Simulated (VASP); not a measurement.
# LiH: from the relaxed cell to its vibrations, part 2 of 2

What lattice, stiffness and vibrations does LiH have at one level of theory? The starting structure is a measured crystal structure from the Crystallography Open Database. All runs use LDA.

VASP 6.6.1.

So far. Step 3 (Elastic constants): The elastic tensor has C11 = 103.0, C12 = 10.0, C44 = 51.9 GPa; its Hill averages are a bulk modulus of 41.0 and a shear modulus of 49.7 GPa. Step 4 (Modes of the relaxed cell): The zone-centre modes at 7.422 Å³ an atom are T1u 656.2 cm⁻¹.

The database entry behind the starting cell differs from later determinations by our own check (the deuteride, about 0.2 % short), so it need not match the best structure at ambient conditions.

## 5. Modes at 0.97 of that volume (continued)

Level of this step: LDA; plane waves and PAW (Li_sv, H) (VASP).

Parts of OUTCAR (step 5):

```text
  Total        0.1173069      0.1173069      0.1173069     -0.0000000     -0.0000000      0.0000000
  in kB       13.0524412     13.0524412     13.0524412     -0.0000000     -0.0000000      0.0000000
  external PRESSURE =      13.0524412 kB  Pullay stress =       0.0000000 kB

 POSITION                                       TOTAL-FORCE (eV/Angst)
 -----------------------------------------------------------------------------------
      0.00000      0.00000      0.00000        -0.000000      0.000000     -0.000000
      1.93095      1.93095      1.93095         0.000000     -0.000000      0.000000
 -----------------------------------------------------------------------------------
    total drift:                                0.000000     -0.000000     -0.000000

 MACROSCOPIC STATIC DIELECTRIC TENSOR (including local field effects in DFT)
 ------------------------------------------------------
           5.088341    -0.000000     0.000000
           0.000000     5.088341     0.000000
          -0.000000    -0.000000     5.088341
 ------------------------------------------------------

 MACROSCOPIC STATIC DIELECTRIC TENSOR IONIC CONTRIBUTION
 ------------------------------------------------------
           8.653684     0.000000     0.000000
           0.000000     8.653684     0.000000
           0.000000     0.000000     8.653684
 ------------------------------------------------------

[... 1 part as in an earlier step ...]

[... 1 further part left out ...]
```

The zone-centre modes at 7.200 Å³ an atom are T1u 686.5 cm⁻¹.

## 6. Modes at 1.03 of that volume

Shape and positions were first relaxed at this volume, in a run that isn't shown.

Contents of INCAR:

```
SYSTEM = LiH
PREC = Accurate
ENCUT = 700
EDIFF = 1E-08
NELM = 100
ISMEAR = 0
SIGMA = 0.03
LREAL = .FALSE.
ALGO = Normal
GGA = CA
NBANDS = 8
LORBIT = 11
LWAVE = .FALSE.
LCHARG = .FALSE.
KPAR = 4
IBRION = 8
LEPSILON = .TRUE.
LPEAD = .TRUE.
ISIF = 2
```

Contents of POSCAR:

```
LiH
1.0
    0.0000000000      1.9699686253      1.9699686253
    1.9699686253      0.0000000000      1.9699686253
    1.9699686253      1.9699686253      0.0000000000
Li H
1 1
Direct
    0.0000000000      0.0000000000      0.0000000000
    0.5000000000      0.5000000000      0.5000000000
```

Contents of KPOINTS:

```
Automatic mesh
0
Gamma
18 18 18
0 0 0
```

The projector-augmented-wave data sets are Li_sv and H (LDA family, release 64).

Started as:

```bash
mpirun -np 4 vasp_std
```

The log of the run:

```text
[... set-up lines as in an earlier step ...]
 entering main loop
       N       E                     dE             d eps       ncg     rms          rms(c)
DAV:   1    -0.215438222062E+01   -0.21544E+01   -0.18102E+03  3152   0.565E+02
DAV:   2    -0.669217285958E+01   -0.45378E+01   -0.45378E+01  4424   0.534E+01
DAV:   3    -0.675228806778E+01   -0.60115E-01   -0.60115E-01  3704   0.582E+00
DAV:   4    -0.675256535201E+01   -0.27728E-03   -0.27728E-03  4952   0.357E-01
[...]
DAV:  10    -0.649522123386E+01    0.39145E-06   -0.40170E-06  3776   0.168E-02    0.283E-03
DAV:  11    -0.649522128519E+01   -0.51327E-07   -0.76116E-08  4816   0.149E-03    0.385E-04
DAV:  12    -0.649522128337E+01    0.18164E-08   -0.23940E-09  3128   0.434E-04
   1 F= -.64952213E+01 E0= -.64952213E+01  d E =-.941481E-31
 Linear response reoptimize wavefunctions to high precision
DAV:   1    -0.649522128369E+01   -0.31645E-09   -0.25973E-09  4648   0.216E-04
DAV:   2    -0.649522128370E+01   -0.38654E-11   -0.38009E-11  2112   0.586E-05
 Linear response to external field (no local field effect), progress :
[...]
RMM:  12    -0.175446266740E+00   -0.40569E-08    0.52099E-09 16805   0.204E-05    0.161E-07
 first order change of Fermi-energy  -0.16755E-03
 force on displaced ion       1 direction 1 :  -1.265   0.000   0.000
 Born effective charge ion    1 direction 1 :   1.027   0.000   0.000
 Linear response progress:
  Degree of freedom:   2/  2
       N       E                     dE             d eps       ncg     rms          rms(c)
RMM:   1    -0.154112149221E-01   -0.15411E-01   -0.58265E-03 17041   0.578E-01
RMM:   2    -0.157620627570E-01   -0.35085E-03   -0.46246E-04 16006   0.947E-02    0.100E-01
RMM:   3    -0.162060474208E-01   -0.44398E-03   -0.61199E-05 15829   0.365E-02    0.583E-02
RMM:   4    -0.171611075223E-01   -0.95506E-03   -0.36373E-05 14732   0.336E-02    0.166E-03
[...]
RMM:   9    -0.171697507448E-01    0.19699E-07   -0.50999E-08 18583   0.404E-05    0.388E-06
RMM:  10    -0.171696812359E-01    0.69509E-07   -0.44900E-08 18486   0.159E-05    0.219E-07
RMM:  11    -0.171696820033E-01   -0.76736E-09   -0.18624E-08 17140   0.706E-06    0.201E-07
 first order change of Fermi-energy   0.29614E-03
 force on displaced ion       2 direction 1 :  -1.263   0.000   0.000
 Born effective charge ion    2 direction 1 :  -1.027   0.000   0.000
 Born effective charges drift removed
 Linear response finished
```

Run time: 4.2 min. Hardware: 4 MPI ranks of AMD EPYC 7R43, shared host; peak memory 2.1 GiB; 16 min of CPU time.

OUTCAR, selected parts (step 6):

```text
  Total       -0.1106565     -0.1106565     -0.1106565      0.0000000      0.0000000      0.0000000
  in kB      -11.5952324    -11.5952324    -11.5952324      0.0000000      0.0000000      0.0000000
  external PRESSURE =     -11.5952324 kB  Pullay stress =       0.0000000 kB

 POSITION                                       TOTAL-FORCE (eV/Angst)
 -----------------------------------------------------------------------------------
      0.00000      0.00000      0.00000         0.000000      0.000000      0.000000
      1.96997      1.96997      1.96997         0.000000     -0.000000     -0.000000
 -----------------------------------------------------------------------------------
    total drift:                                0.000000     -0.000000     -0.000000

 MACROSCOPIC STATIC DIELECTRIC TENSOR (including local field effects in DFT)
 ------------------------------------------------------
           4.931899     0.000000     0.000000
           0.000000     4.931899     0.000000
           0.000000    -0.000000     4.931899
 ------------------------------------------------------

 MACROSCOPIC STATIC DIELECTRIC TENSOR IONIC CONTRIBUTION
 ------------------------------------------------------
           9.873937    -0.000000    -0.000000
          -0.000000     9.873937    -0.000000
          -0.000000    -0.000000     9.873937
 ------------------------------------------------------

[... 1 part as in an earlier step ...]

[... 1 further part left out ...]
```

The zone-centre modes at 7.645 Å³ an atom are T1u 626.5 cm⁻¹.

## 7. Comparison

```csv
run,volume (Å³/atom),T1u,core minutes
relaxation,7.422,-,0.307
elastic constants,7.422,-,18.5
modes of the relaxed cell,7.422,656.2,16.0
modes at 0.97 of that volume,7.2,686.5,15.4
modes at 1.03 of that volume,7.645,626.5,16.6
```

Modes are in cm⁻¹, degenerate ones as one, matched by symmetry and order. A number in brackets counts the listed modes of one symmetry from the lowest. The symmetry labels come from an automatic analysis and can be wrong where levels nearly coincide. Core minutes are wall time times ranks of the run shown, on a shared host.

## 8. What came out

```json
{
 "relaxed volume": "7.422 Å³/atom",
 "bulk modulus from two volumes": "41.1 GPa",
 "Hill shear modulus": "49.7 GPa",
 "mode T1u": "656.2 cm⁻¹",
 "Grüneisen parameter of T1u": "1.52"
}
```

At the LDA level LiH relaxes to 7.42 Å³ an atom. The bulk modulus is 41.1 GPa from the pressures at two volumes and 41.0 GPa as the Hill average of the elastic tensor, so the two routes agree. The mode Grüneisen parameters, from the cells at 0.97 and 1.03 of the volume, come to 1.52 (T1u). The dielectric constants and Born charges in the logs aren't compared here; at a small gap they can be far off, and in a run without a gap they mean nothing. The frequencies are harmonic, and the splitting of polar modes by their long-range field is left out. All values are for a static lattice. Further runs on this material are not shown.

[Lines on the potential files, build, host, timing and source positions are cut from VASP's logs without a mark.]

[Logs are printed without paths, hosts, clocks, repeated set-up lines and the standing remarks that a program may print on its own settings, such as how far it seeks lower states.]

[Hosts, paths, dates, database ids (printed as entryN), source tags and the programs' standing remarks are cut or masked in the printed files.]
